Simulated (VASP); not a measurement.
# Ga: restarted molecular dynamics, 2 variants

Ga, Cmcm (no. 63), 16 atoms in the cell. PBE, molecular dynamics; PAW potentials Ga (PBE set).

| Restart from | Temperature at the end (K) | The same without a restart (K) | Potential energy at the end (eV/atom) | The same without a restart (eV/atom) | Electronic steps in the first step after the restart | Time (s) |
|---|---|---|---|---|---|---|
| CONTCAR with velocities, WAVECAR read | 516.0 | 516.0 | -2.89844 | -2.89844 | 4 | 563 |
| CONTCAR with velocities, no WAVECAR | 516.0 | 516.0 | -2.89844 | -2.89844 | 13 | 575 |

Limits: 180 fs of 16 atoms are too short for converged averages.

## Input of the first row

INCAR.step1:
```
ALGO     = Fast           # electronic algorithm
ANDERSEN_PROB= 0.0          
EDIFF    = 1E-6           # SCF threshold, eV
ENCUT    = 200            # plane-wave cutoff, eV
GGA      = PE             # functional
IBRION   = 0              # ionic algorithm
ISIF     = 2              # what is computed and relaxed
ISMEAR   = -1             # smearing method
ISYM     = 0            
KPAR     = 2            
LASPH    = T              # aspherical terms in the spheres
LCHARG   = F              # write CHGCAR
LREAL    = Auto         
LWAVE    = T              # write WAVECAR
MDALGO   = 1            
NELM     = 60             # most SCF steps
NELMIN   = 4            
NSW      = 30             # ionic steps
POTIM    = 3.0            # step
PREC     = Normal         # precision mode
RANDOM_SEED= 440024 0 0   
SIGMA    = 0.05           # smearing width, eV
TEBEG    = 1000          
```

INCAR.step2, as INCAR.step1 but for:
```
- LWAVE = T
+ LWAVE = F
```

KPOINTS:
```
k-points
0
Monkhorst-Pack
  2 2 2
```

POSCAR.step1:
```
Ga
1.0
    5.8000000000      0.0000000000      0.0000000000
    0.0000000000      8.1300000000      0.0000000000
    0.0000000000      0.0000000000      6.3400000000
Ga
16
Direct
    0.0000000000      0.8670000000      0.3750000000
    0.0000000000      0.8670000000      0.8750000000
    0.5000000000      0.8670000000      0.3750000000
    0.5000000000      0.8670000000      0.8750000000
    0.2500000000      0.6330000000      0.1250000000
    0.2500000000      0.6330000000      0.6250000000
    0.7500000000      0.6330000000      0.1250000000
    0.7500000000      0.6330000000      0.6250000000
    0.2500000000      0.3670000000      0.3750000000
    0.2500000000      0.3670000000      0.8750000000
    0.7500000000      0.3670000000      0.3750000000
    0.7500000000      0.3670000000      0.8750000000
    0.0000000000      0.1330000000      0.1250000000
    0.0000000000      0.1330000000      0.6250000000
    0.5000000000      0.1330000000      0.1250000000
    0.5000000000      0.1330000000      0.6250000000
```

Commands (each step's output is kept before the next begins):
```
cat potpaw_PBE.64/Ga/POTCAR > POTCAR
cp INCAR.step1 INCAR
cp POSCAR.step1 POSCAR
mpirun -np 2 vasp_std > vasp.out
cp CONTCAR POSCAR
cp INCAR.step2 INCAR
mpirun -np 2 vasp_std > vasp.out
```

Changes of the last row against the first:
```
(step 1)
- LWAVE = True
+ LWAVE = False
```

VASP 6.6.1 took 563 s on 2 cores (AMD EPYC 7R43 (Zen 3)), a shared host.
